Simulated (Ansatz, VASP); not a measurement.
One calculation of Li2S, two programs

```
Li S
1.0
     0.00000    2.82731    2.82731
     2.82731    0.00000    2.82731
     2.82731    2.82731    0.00000
Li S
2 1
Direct
  0.25000 0.25000 0.25000
  0.75000 0.75000 0.75000
  0.00000 0.00000 0.00000
```

Alike in both runs: functional PBEsol; k mesh 8 × 8 × 8; no spin polarisation.

Ansatz relaxed the structure, and its values are those at the end. VASP's run is a single point on that final structure, the one shown.

```csv
,VASP,Ansatz
version,VASP 6.6.1,Ansatz 0.2.0
potentials or method,"VASP PAW PBE potentials, release 64 (Li_sv, S)","scalar-relativistic, plane waves, PAW"
plane-wave cutoff (eV),520,420
occupations,"gaussian, width 0.01 eV",fixed
valence electrons in the cell,12,12
```

|  | VASP | Ansatz | Ansatz less VASP |
| --- | --- | --- | --- |
| gap on the k mesh at the Fermi level (eV) | 3.20 | 3.20 | +0.001 |
| least direct gap on the mesh (eV) | 4.22 | 4.21 | -0.009 |

 A k mesh can miss the band edges.
